**Hand rules for bias-dependent STM images of a MoTe₂ slab**

The table holds Tersoff–Hamann mean density, bright-over-dark ratio, corrugation, brightest site and apparent barrier for a three-layer MoTe₂ slab at eight sample biases, from plane-wave PAW PBE without spin–orbit coupling (Ansatz 0.2.0, tip height 3 Å). The program tests rules built on the vacuum decay exp(−2κz): barrier from binding energy, density from a state count with a fitted height offset, corrugation as ln(ratio)/2κ, and a rate for the fading of contrast with height. The barrier rule holds within 4 % for empty states (one fitted constant) and within 8 % for the two deepest filled windows, but is 26 % and 44 % low at −1.1 and −0.75 V. Barriers of the individual added windows show an excess near zero between −1.1 and −1.7 eV and of 3.86 eV just below the valence edge. With the tabulated barrier the corrugation rule falls short in every row, by up to 28 %, and the fully estimated density is off by up to a factor of 12 near the valence edge.

Tersoff–Hamann STM images of a three-layer MoTe₂ (001) slab, computed with Ansatz 0.2.0 (scalar-relativistic PBE, plane-wave PAW, 420 eV cutoff, 18 × 18 × 1 k mesh, 0.05 eV Gaussian smearing, no spin polarisation). Bias counts from mid-gap; density, contrast and corrugation refer to 3 Å above the top nucleus, with the plane's mean density as the corrugation set point.

## Numerical check

```python
# Table: Tersoff-Hamann STM of a three-layer MoTe2 slab by sample bias (Ansatz 0.2.0, PBE, PAW, no spin-orbit,
# tip height 3 A). Tested: hand rules for barrier, mean density, corrugation and contrast fading from the vacuum decay.
T = {
    'bias': [-2.5, -1.7, -1.1, -0.75, 0.75, 1.1, 1.7, 2.3],  # V
    'image_log10_mean_density': [-3.39, -3.584, -4.649, -5.216, -4.53, -3.628, -3.184, -2.999],  # log10 of e/angstrom^3
    'image_bright_over_dark': [3.83, 2.71, 5.11, 51.62, 1.16, 1.1, 1.26, 1.17],
    'image_corrugation': [0.602, 0.456, 0.842, 1.776, 0.071, 0.044, 0.12, 0.087],  # angstrom
    'image_brightest_over': ['Te', 'Te', 'Te', 'between', 'between', 'between', 'between', 'between'],
    'image_apparent_barrier_at_4_angstrom': [6.298, 5.757, 6.924, 8.833, 4.944, 4.588, 3.804, 3.474],  # eV
}
import numpy as np
from scipy import constants as c
V = np.array(T['bias'], float); ln = np.array(T['image_log10_mean_density'], float)
R = np.array(T['image_bright_over_dark'], float); C = np.array(T['image_corrugation'], float)
B = np.array(T['image_apparent_barrier_at_4_angstrom'], float)
# further outputs of the same runs: vacuum level, band edges, cell edge, slab thickness plus one bulk gap,
# states per cell, mean densities at 3 and 5 A, bright/dark at 3 and 5 A
W, Ev, Ec, a, L, z = 4.32476, -0.46094, 0.46568, 3.518, 18.099 + 3.381, 3.0
N = np.array([18.45679, 10.20988, 4.734568, 1.209877, 0.96296, 4.771605, 11.92593, 16.2963])
n3 = np.array([4.0716e-4, 2.6048e-4, 2.2435e-5, 6.0858e-6, 2.9536e-5, 2.3564e-4, 6.5485e-4, 1.0018e-3])
n5 = np.array([2.3892e-6, 1.9292e-6, 1.0245e-7, 1.4003e-8, 3.1754e-7, 2.9902e-6, 1.2248e-5, 2.237e-5])
r3 = np.array([3.833523, 2.70937, 5.106607, 51.61949, 1.157605, 1.096161, 1.256709, 1.170573])
r5 = np.array([1.345281, 1.213497, 1.673203, 18.67696, 1.051892, 1.051949, 1.064974, 1.030831])
h = c.hbar**2/(2*c.m_e)/c.e*1e20
A = a*a*np.sqrt(3)/2; K = 4*np.pi/(3*a); G = np.sqrt(3)*K; EK = h*K*K; l10 = np.log(10)
dec = lambda b: 2*np.sqrt(b/h)
rms = lambda x: np.sqrt(np.mean(x**2))
p = V > 0; edge = np.where(p, Ec, Ev); mid = (V + edge)/2; d = dec(B)
D0 = np.mean((B - W + V)[p]); D1 = np.mean((B - W + mid)[p])
Br = np.where(p, W - V + D0, W - mid); ex = B - W + mid
print(f"hbar2/2m {h:.3f} eV A2; area {A:.2f} A2; L {L:.2f} A; 1/(A L) {1/(A*L):.4f} A-3")
print(f"K {K:.3f}, G {G:.3f} 1/A; lateral energy at K {EK:.2f} eV, at K/2 {EK/4:.2f} eV")
print(f"empty: W-V+{D0:.2f} eV rms {rms((B-Br)[p]):.2f}; W-Emid+{D1:.2f} eV rms {rms(ex[p]-D1):.2f}; rounding 0.0005")
print("bias | barrier, rule, error (eV), error % | 2kappa 1/A | B-(W-Emid) eV, k 1/A")
for i in range(8):
    print(f"{V[i]:+.2f} | {B[i]:.2f} {Br[i]:.2f} {Br[i]-B[i]:+.2f} {100*(Br[i]/B[i]-1):+.0f}% | {d[i]:.3f} | {ex[i]:.2f} {np.sqrt(ex[i]/h):.2f}")
def add(x, first=None):
    f = x if first is None else first
    return np.array([f[i] if i in (3, 4) else x[i] - x[i+1 if i < 3 else i-1] for i in range(8)])
dV = add(V, V - edge); inner = V - dV
w3, w5, wN = add(n3), add(n5), add(N)
wB = h*(np.log(w3/w5)/4)**2; wex = wB - W + V - dV/2
print("added window eV | density per state at 3 A | barrier 3-5 A, W-Emid, excess (eV)")
for i in range(8):
    print(f"{inner[i]:+.2f} to {V[i]:+.2f} | {w3[i]/wN[i]:.1e} | {wB[i]:.2f} {wB[i]-wex[i]:.2f} {wex[i]:+.2f}")
y = l10*ln - np.log(N/(A*L)); z0 = z + np.sum(y*d)/np.sum(d*d)
x = abs(V - edge); D = np.sum(N*x)/np.sum(x*x); Nr = D*x
l1 = (np.log(N/(A*L)) - d*(z - z0))/l10
l2 = (np.log(Nr/(A*L)) - dec(Br)*(z - z0))/l10
print(f"density: z0 {z0:.2f} A, D {D:.1f} states/eV per cell; rounding 0.0005 in log10")
print("bias | N, N rule | log10 n | error with true N and barrier | error all by rule")
for i in range(8):
    print(f"{V[i]:+.2f} | {N[i]:.2f} {Nr[i]:.2f} | {ln[i]:.3f} | {l1[i]-ln[i]:+.2f} | {l2[i]-ln[i]:+.2f}")
print(f"rms log10 {rms(l1-ln):.2f} and {rms(l2-ln):.2f}; worst factors {10**max(abs(l1-ln)):.1f} and {10**max(abs(l2-ln)):.1f}")
Cr = np.log(R)/d; rd = 100*(0.005/(R*np.log(R)) + 0.0005/C)
fo = np.log(np.log(r3)/np.log(r5))/2; fm = np.sqrt(d*d + G*G) - d
print("bias | corrugation, ln(ratio)/2kappa (A), error %, rounding % | fading seen, rule 1/A")
for i in range(8):
    print(f"{V[i]:+.2f} | {C[i]:.3f} {Cr[i]:.3f} {100*(Cr[i]/C[i]-1):+.0f}% {rd[i]:.1f}% | {fo[i]:.2f} {fm[i]:.2f}")
for i in (5, 1):
    q = dec(Br[i])
    print(f"worked {V[i]:+.1f} V: 2kappa {q:.2f}, exp {np.exp(-q*(z-z0)):.4f}, log10 n {l2[i]:.2f}, corr {np.log(R[i])/q:.3f} A")
print(f"-1.1 to -1.7 V: density x{10**(ln[1]-ln[2]):.1f}, states x{N[1]/N[2]:.1f}, per added state x{w3[1]/wN[1]/(w3[2]/wN[2]):.1f}")
assert np.all(np.diff(B[p]) < 0)
assert np.all(ex > 0) and np.all(ex < EK) and np.argmax(ex) == 3
assert np.all(Cr < C)
assert np.argmin(wex) == 1 and np.argmin(fo) == 3
```

It prints:

```
hbar2/2m 3.810 eV A2; area 10.72 A2; L 21.48 A; 1/(A L) 0.0043 A-3
K 1.191, G 2.062 1/A; lateral energy at K 5.40 eV, at K/2 1.35 eV
empty: W-V+1.34 eV rms 0.10; W-Emid+0.84 eV rms 0.30; rounding 0.0005
bias | barrier, rule, error (eV), error % | 2kappa 1/A | B-(W-Emid) eV, k 1/A
-2.50 | 6.30 5.81 -0.49 -8% | 2.571 | 0.49 0.36
-1.70 | 5.76 5.41 -0.35 -6% | 2.458 | 0.35 0.30
-1.10 | 6.92 5.11 -1.82 -26% | 2.696 | 1.82 0.69
-0.75 | 8.83 4.93 -3.90 -44% | 3.045 | 3.90 1.01
+0.75 | 4.94 4.92 -0.03 -1% | 2.278 | 1.23 0.57
+1.10 | 4.59 4.56 -0.02 -1% | 2.195 | 1.05 0.52
+1.70 | 3.80 3.96 +0.16 +4% | 1.998 | 0.56 0.38
+2.30 | 3.47 3.37 -0.11 -3% | 1.910 | 0.53 0.37
added window eV | density per state at 3 A | barrier 3-5 A, W-Emid, excess (eV)
-1.70 to -2.50 | 1.8e-05 | 7.91 6.42 +1.49
-1.10 to -1.70 | 4.3e-05 | 5.65 5.72 -0.08
-0.75 to -1.10 | 4.6e-06 | 6.49 5.25 +1.24
-0.46 to -0.75 | 5.0e-06 | 8.79 4.93 +3.86
+0.47 to +0.75 | 3.1e-05 | 4.89 3.72 +1.18
+0.75 to +1.10 | 5.4e-05 | 4.50 3.40 +1.10
+1.10 to +1.70 | 5.9e-05 | 3.46 2.92 +0.54
+1.70 to +2.30 | 7.9e-05 | 2.97 2.32 +0.65
density: z0 0.80 A, D 8.8 states/eV per cell; rounding 0.0005 in log10
bias | N, N rule | log10 n | error with true N and barrier | error all by rule
-2.50 | 18.46 17.92 | -3.390 | -0.17 | -0.08
-1.70 | 10.21 10.89 | -3.584 | -0.12 | -0.02
-1.10 | 4.73 5.62 | -4.649 | +0.38 | +0.82
-0.75 | 1.21 2.54 | -5.216 | +0.02 | +1.08
+0.75 | 0.96 2.50 | -4.530 | -0.03 | +0.39
+1.10 | 4.77 5.58 | -3.628 | -0.15 | -0.08
+1.70 | 11.93 10.85 | -3.184 | -0.01 | -0.09
+2.30 | 16.30 16.12 | -2.999 | +0.02 | +0.05
rms log10 0.16 and 0.50; worst factors 2.4 and 12.1
bias | corrugation, ln(ratio)/2kappa (A), error %, rounding % | fading seen, rule 1/A
-2.50 | 0.602 0.522 -13% 0.2% | 0.76 0.72
-1.70 | 0.456 0.406 -11% 0.3% | 0.82 0.75
-1.10 | 0.842 0.605 -28% 0.1% | 0.58 0.70
-0.75 | 1.776 1.295 -27% 0.0% | 0.15 0.63
+0.75 | 0.071 0.065 -8% 3.6% | 0.53 0.79
+1.10 | 0.044 0.043 -1% 5.9% | 0.30 0.82
+1.70 | 0.120 0.116 -4% 2.1% | 0.64 0.87
+2.30 | 0.087 0.082 -6% 3.3% | 0.82 0.90
worked +1.1 V: 2kappa 2.19, exp 0.0081, log10 n -3.71, corr 0.044 A
worked -1.7 V: 2kappa 2.38, exp 0.0053, log10 n -3.60, corr 0.419 A
-1.1 to -1.7 V: density x11.6, states x2.2, per added state x9.4
```
